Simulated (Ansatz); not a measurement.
# CuO (P4/mmm) in Ansatz: settings compared, part 2 of 2

Ansatz 0.2.0. The steps go on from the part before.

**5. Projected density of states, r2SCAN**

File input.yaml:

```yaml
crystal:
  lattice:
    - [4.160937, 0.0, 0.0]
    - [0.0, 4.160937, 0.0]
    - [0.0, 0.0, 3.887643]
  atoms:
    - { symbol: Cu, position: [0.5, 0.0, 0.5] }
    - { symbol: Cu, position: [0.0, 0.5, 0.5] }
    - { symbol: Cu, position: [0.0, 0.0, 0.0] }
    - { symbol: O, position: [0.0, 0.0, 0.5] }
    - { symbol: O, position: [0.5, 0.0, 0.0] }
    - { symbol: O, position: [0.0, 0.5, 0.0] }
hamiltonian:
  xc: r2scan
  pseudopotentials: { kind: paw }
kpoints:
  mp_grid: { grid: [7, 7, 7] }
scf:
  occupations: { method: fermi_dirac, width: 0.05 }
  n_extra_bands: 15
output:
  forces: true
  stress: true
  eigenvalues: true
  dos: { projected: true, de: 0.05, nscf_kmesh: { grid: [11, 11, 11] } }
```

Potentials or basis: Ansatz PAW.

The run is started by

```console
ansatz run input.yaml --threads 2 --pin off --max-ram 5632MiB --backend cpu --events-out ev --progress --plain --runs-dir out
```

Standard output:

```text
Warning: RAYON_NUM_THREADS=2 ignored (pool sized by the plan → 2); use --threads N
scf.n_extra_bands = 15 over 38 filled bands (N_el = 75.0): the run solves 53 bands
Engine: ansatz 0.2.0, aarch64-unknown-linux-gnu
Pseudopotentials: kind: paw
Pseudopotential: Cu, paw, valence charge 19, recommended cutoff 500 eV (meta_gga), Cu.paw.azcp
Pseudopotential: O, paw, valence charge 6, recommended cutoff 500 eV (meta_gga), O.paw.azcp
Functional definition: r2SCAN
  parameter k0 = 0.174
  parameter k1 = 0.065
  parameter a1 = 4.9479
  exchange = r2scan_x(k0 = k0, k1 = k1, a1 = a1)
  correlation = r2scan_c
Crystal: 6 atoms, lattice volume = 67.308 Å³
Basis set: ecut = 500 eV, 1687 PW (Γ), exchange–correlation on 128×128×120 points (64 copies of the dense FFT grid, shifted against one another)
Bands: 53, of which v1, the nominal top of the filled ones, is band 38 counted from 1 (37 counted from 0)
Symmetry: 16 space group operations
Space group: P4/mmm (ITA 123), of the structure as read, at distance tolerance 4.1e-5 Å
k-points: 40 of 343
Non-local potential: Cu, projectors of the file, l = 0: 3, l = 1: 2, l = 2: 3, l = 3: 1
Non-local potential: O, projectors of the file, l = 0: 2, l = 1: 2, l = 2: 1
PAW form: soft (Blöchl's): semilocal exchange-correlation on the pseudo side does not see the compensation charge
PAW frozen core: Cu, regenerated for the run's functional (the file was generated under x = pbe(κ = 0.804, μ = 0.2195149727645171), c = pbe(β = 0.06672455060314922))
PAW frozen core: O, regenerated for the run's functional (the file was generated under x = pbe(κ = 0.804, μ = 0.2195149727645171), c = pbe(β = 0.06672455060314922))
PAW one-centre angular grid: Cu, 590 points (default); XC on 160 Gauss nodes
PAW one-centre angular grid: O, 302 points (default); XC on 160 Gauss nodes
[... 21 lines left out ...]
E sigma→0 (E₀):  -21594.261420 eV
Entropy (-TS):   -0.025475 eV (-4.246 meV/atom)
Fermi energy:    9.767100 eV
--- Per-component energies (eV) ---
  E_band       = -1514.582404
  E_kinetic    = 1413.104158
  E_local      = -16108.041586  (includes V_loc(G=0)·N_el)
  E_nonlocal   = 1337.881444
  E_hartree    = 7030.707254
  E_xc         = -465.389981
  E_vxc        = -680.179968  (∫ρ·V_xc dr)
  E_paw        = -5514.674554  (= ΣΔE_a)
  E_vpaw       = -1584.187970  (= ΣTr[D̂ρ^β])
  E_aug_tail   = 0.003613  (compensation charges beyond the density's cutoff)
  E_vtau       = 45.424534  (kinetic-family band-sum trace: ∫τ·v_τ [+ j·A + Jᵃ·Aᵃ] dr)
  E_ewald      = -9286.839884
  E_core_change = -0.999147  (= ΣΔE_core)
  E_smearing   = -0.025475  (= −TS)
  E_closure    = 0.000000  (closes the sum)
  Σ components = -21594.274157   (vs F -21594.274157, Δ=0.00e0)
--- Forces (eV/Å), atoms counted from 1 ---
  atom   1  Cu     0.00000000    -0.00000000    -0.00000000
  atom   2  Cu    -0.00000000    -0.00000000     0.00000000
  atom   3  Cu     0.00000000     0.00000000     0.00000000
  atom   4  O     -0.00000000     0.00000000     0.00000000
  atom   5  O      0.00000000    -0.00000000     0.00000000
  atom   6  O      0.00000000    -0.00000000     0.00000000
  max |Σ_I F_I| component: 3.12e-28 eV/Å
--- Stress (GPa, compression-positive) ---
       -3.636833       0.000000       0.000000
        0.000000      -3.636833       0.000000
        0.000000       0.000000      -7.051874
  P = ⅓ Tr σ = -4.7752 GPa (-47.752 kbar)
--- Band table (eV; the first three rows and the last of 40) ---
  k-point 0: bands = ["-106.8138", "-106.2179", "-106.2169", "-62.7011", "-62.5972", "-62.5972", "-62.1775", "-62.1763", "-62.1178", "-62.1178", "-61.8688", "-61.8688", "-11.2110", "-9.1207", "-8.6784", "3.6519", "3.8037", "3.8037", "6.2941", "6.2941", "6.4380", "6.6562", "6.7607", "6.8272", "6.8272", "6.8514", "7.3021", "7.4159", "7.4424", "7.5925", "7.5925", "7.7864", "7.7864", "7.9282", "8.1050", "8.1689", "8.1689", "8.3214", "8.4091", "11.3926", "16.4713", "17.9316", "19.0954", "19.0954", "21.2799", "22.1187", "23.7571", "24.6770", "24.6770", "26.4707", "26.4707", "28.3040", "28.5806"]
  k-point 1: bands = ["-106.8138", "-106.2179", "-106.2169", "-62.7011", "-62.5972", "-62.5972", "-62.1775", "-62.1763", "-62.1178", "-62.1178", "-61.8688", "-61.8688", "-11.1477", "-9.1262", "-8.6392", "3.3788", "3.8207", "3.8207", "5.7586", "5.7683", "5.8477", "5.8477", "6.6879", "6.8802", "7.1354", "7.1354", "7.2718", "7.3691", "7.3691", "7.5187", "7.8779", "7.8779", "7.9172", "7.9992", "8.1052", "8.5609", "8.5609", "8.5652", "8.8163", "12.0680", "16.7952", "18.3757", "18.8630", "18.8630", "20.5325", "22.8602", "23.9022", "24.3533", "24.3533", "26.7531", "26.7531", "26.8793", "29.6071"]
  k-point 2: bands = ["-106.8138", "-106.2179", "-106.2169", "-62.7012", "-62.5972", "-62.5972", "-62.1777", "-62.1764", "-62.1179", "-62.1179", "-61.8688", "-61.8688", "-10.9946", "-9.1488", "-8.5489", "2.9242", "3.8791", "3.8791", "4.5113", "4.8025", "5.2897", "5.2897", "6.7758", "6.8957", "6.8957", "6.9160", "7.1871", "7.5804", "7.5951", "7.5951", "7.8805", "8.1056", "8.1940", "8.1940", "8.4545", "8.8300", "9.0804", "9.0804", "9.4663", "13.5298", "17.4289", "18.3619", "18.3619", "19.5494", "19.7449", "23.9189", "23.9189", "24.0704", "24.3449", "25.4189", "26.8151", "26.8151", "27.7129"]
  k-point 39: bands = ["-106.8138", "-106.2174", "-106.2174", "-62.7014", "-62.5973", "-62.5973", "-62.1770", "-62.1769", "-62.1229", "-62.1126", "-61.8736", "-61.8642", "-10.6514", "-8.7346", "-8.6980", "1.7439", "2.3117", "2.3194", "4.2854", "4.3744", "4.3744", "4.5836", "4.8576", "7.0163", "7.3683", "7.4192", "7.4824", "7.5340", "7.5352", "7.7501", "8.1920", "8.4623", "8.5950", "9.1523", "9.7468", "10.8208", "10.8745", "10.9574", "10.9904", "12.2887", "17.2288", "18.4658", "18.5630", "19.5156", "19.5488", "21.6590", "22.1621", "24.6872", "26.4890", "26.6898", "27.3973", "27.5468", "28.2484"]
```

dos.tsv:

```text
# E-E_F[eV]	g_bin_mean(E)[states/eV]	N(E)
# format = ansatz-dos/2
# fermi_ev = 9.787456
# fermi_mp_grid = 11 11 11
# fermi_mp_shift = 0 0 0
# nscf_kmesh_grid = 11 11 11
# nscf_kmesh_shift = 0 0 0
# tetrahedron_fermi_ev = 9.778204
# g_bin_mean(E): the states in a bin one row spacing wide, centred on E, divided by that spacing. States that the method places at a single energy (under output.dos.method: tetrahedron, those of a tetrahedron whose four corners have one energy) are counted whole in the row whose bin holds that energy (on the edge of two bins, in the lower row). The sum of g_bin_mean over a run of rows, times the row spacing, is the number of states from half a spacing under the first of them to half a spacing over the last (a plain sum, not the trapezoid rule).
-117.101228	0.000000e0	0.000000e0
-117.051228	0.000000e0	0.000000e0
-117.001228	0.000000e0	0.000000e0
-116.951228	0.000000e0	0.000000e0
-116.901228	0.000000e0	0.000000e0
-116.851228	0.000000e0	0.000000e0
[... 2742 lines left out ...]
20.298772	0.000000e0	1.060000e2
20.348772	0.000000e0	1.060000e2
```

It took 22 s on 2 threads of Arm Neoverse V2, shared host; peak memory 0.57 GiB.

Results:

```
Free energy                          : -21594.2742 eV
Pressure                             : -4.8 GPa
Band gap on the k mesh               : none (metal or under the smearing width)
Density of states at the Fermi level : 3.11 states/eV per cell
```

Stress tensor (GPa, compression positive):
```
-3.64  0.00  0.00
 0.00 -3.64  0.00
 0.00  0.00 -7.05
```

States per cell in windows of 1 eV (zero at the Fermi level; states under -8 eV left out):
| from (eV) | total | Cu 3d | O 2p | Cu 4s | O 2s |
| --- | --- | --- | --- | --- | --- |
| -8.0 | 1.96 | 0.41 | 1.29 | 0.24 | 0.02 |
| -7.0 | 3.96 | 0.69 | 2.96 | 0.22 | 0.03 |
| -6.0 | 3.99 | 1.63 | 2.20 | 0.10 | 0.02 |
| -5.0 | 4.55 | 2.06 | 2.41 | 0.03 | 0.02 |
| -4.0 | 2.62 | 1.57 | 1.00 | 0.03 | 0.01 |
| -3.0 | 14.21 | 12.83 | 1.10 | 0.20 | 0.04 |
| -2.0 | 8.45 | 6.15 | 1.95 | 0.17 | 0.09 |
| -1.0 | 5.46 | 2.81 | 2.36 | 0.10 | 0.11 |
| 0.0 | 2.47 | 1.23 | 1.15 | 0.03 | 0.02 |
| 1.0 | 0.30 | 0.13 | 0.14 | 0.02 | 0.01 |
| 2.0 | 0.28 | 0.02 | 0.03 | 0.12 | 0.04 |
| 3.0 | 1.06 | 0.05 | 0.16 | 0.39 | 0.06 |
| 4.0 | 0.66 | 0.04 | 0.13 | 0.29 | 0.03 |
| 5.0 | 0.46 | 0.01 | 0.06 | 0.27 | 0.04 |
| 6.0 | 1.21 | 0.02 | 0.14 | 0.61 | 0.07 |
| 7.0 | 1.31 | 0.01 | 0.12 | 0.67 | 0.05 |

Caveat: an odd number of electrons without spin polarisation forces a metal; a magnetic or distorted state may lie lower; the run has no spin polarisation, though such a crystal can be magnetic; semilocal functionals often make such compounds metallic where correlation or magnetic order opens a gap, which also shifts bond lengths; the PAW data sets come from PBE, with cores solved anew for the run's functional, which leaves a small shift of forces and pressure.

**6. The runs side by side**

| level | cutoff (eV) | gap on the mesh (eV) | pressure (GPa) |
| --- | --- | --- | --- |
| RPBE | 420 | none | 6.7 |
| revPBE | 420 | none | 5.3 |
| BLYP | 420 | none | 7.5 |
| r2SCAN | 500 | none | -4.8 |

Alike in all rows: task projected density of states; potentials or basis Ansatz PAW; no spin polarisation; cell as given; k mesh 7 × 7 × 7; smearing fermi-dirac 0.05 eV.

Every run on the cell as given and a fine mesh finds a metal. The pressure there spans -4.8 GPa (r2SCAN) to 7.5 GPa (BLYP); a positive pressure means that this level wants a larger cell, a negative one a smaller.

Caveats: an odd number of electrons without spin polarisation forces a metal; a magnetic or distorted state may lie lower; the run has no spin polarisation, though such a crystal can be magnetic; semilocal functionals often make such compounds metallic where correlation or magnetic order opens a gap, which also shifts bond lengths; the PAW data sets come from PBE, with cores solved anew for the run's functional, which leaves a small shift of forces and pressure.

Absolute energies hang on the potentials; compare differences alone.
